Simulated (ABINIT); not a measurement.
A run of ABINIT 10.8.3 (patched build):

The input run.abi:

```
# Pseudopotentials
pp_dirpath "./"
pseudos "Pb.LDA_PW-JTH.xml, S.LDA_PW-JTH.xml"

# Structure
acell 7.3356007056 7.5761608357 13.3279869092
rprim
     0.0061785249     0.0033381140     0.9999753411
     0.9999581804    -0.0064749682     0.0064585058
    -0.0063749962     0.9999737781     0.0034354824
ntypat 2
znucl 82 16
natom 4
typat 1 1 2 2
chkprim 0
chksymtnons 0
tolsym 1.0e-6
xred
   0.8381179300   0.9278215700   0.0148301000
   0.1618820700   0.5721784300   0.4851699000
   0.2437414600   0.5136314100   0.1522237300
   0.7562585400   0.9863686000   0.6811096000

# Plane-wave basis
ecut 19.0
pawecutdg 38.0

# k points
kptopt 3
ngkpt 5 5 3
nshiftk 1
shiftk 0.0 0.0 0.0
istwfk *1

# Exchange and correlation
ixc 7

# Bands and occupations
nband 20
occopt 1

# SCF cycle
nstep 80
diemac 6.0
tolvrs 1.0e-11

# Output
iomode 3
prteig 0
prtebands 0
prtwf 0
prtden 0

# Berry phase
berryopt -1
rfdir 1 1 1
```

Potentials or basis: JTH PAW LDA v2.0.

The run is started by

```console
$ abinit run.abi > log 2>&1
```

Hardware: 1 thread of Arm Neoverse V1, with other jobs on the host.

Question: Estimate the wall time of this run.

Answer: It took 5 min on 1 thread of Arm Neoverse V1 (shared host), peak memory 0.23 GiB. Counts: scf iterations 26, mpi ranks 1, k points 75, bands 20, plane waves 2949.
